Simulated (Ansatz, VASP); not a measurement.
This is a calculation of ZnAu for Ansatz 0.2.0. 

File input.yaml:

```yaml
crystal:
  lattice:
    - [3.147, 0.0, 0.0]
    - [0.0, 3.147, 0.0]
    - [0.0, 0.0, 3.147]
  atoms:
    - { symbol: Au, position: [0.0, 0.0, 0.0] }
    - { symbol: Zn, position: [0.5, 0.5, 0.5] }
kpoints:
  mp_grid: { grid: [8, 8, 8] }
scf:
  occupations: { method: gaussian, width: 0.05 }
hamiltonian:
  xc: lda
  pseudopotentials: { kind: all_electron, lapw: { basis_error: 0.001 } }
output:
  forces: true
  stress: true
  eigenvalues: true
```

Potentials or basis: all-electron LAPW, scalar-relativistic.

The run is started by

```sh
$ ansatz run input.yaml --threads 1 --pin off --max-ram 3072MiB --backend cpu --events-out ev --progress --plain --runs-dir out
```

What does the same run look like in VASP 6.6.1? Potentials or basis there: LDA PAW files Au, Zn, 500 eV.

As run (cutoffs and basis follow the program's own potentials, and thresholds, step limits or extra output files can differ):

INCAR

```
PREC = Accurate ; ENCUT = 500
EDIFF = 1E-6 ; ISMEAR = 0
SIGMA = 0.05 ; LREAL = F
LASPH = T ; NELM = 100
ALGO = Normal ; ISIF = 2
LWAVE = F ; LCHARG = F
GGA = CA
```

File KPOINTS:

```
regular mesh
0
Gamma
  8 8 8
```

The input POSCAR:

```
ZnAu
1.0
    3.1470000000      0.0000000000      0.0000000000
    0.0000000000      3.1470000000      0.0000000000
    0.0000000000      0.0000000000      3.1470000000
Au Zn
1 1
Direct
    0.0000000000      0.0000000000      0.0000000000
    0.5000000000      0.5000000000      0.5000000000
```

Potentials or basis: VASP PAW LDA potentials, release 64 (Au, Zn).

Run with:

```bash
$ cat potpaw_LDA.64/Au/POTCAR potpaw_LDA.64/Zn/POTCAR > POTCAR
$ mpirun -np 1 vasp_std > vasp.out
```

Both were run:

|  | Ansatz | VASP |
| --- | --- | --- |
| Pressure | -6.6 GPa | -6.1 GPa |

Where Ansatz's input types no cutoff or centring, it takes its own default and a Γ-centred mesh.

The two programs' LDA may be different fits to the electron gas.

Pressure is positive in compression.
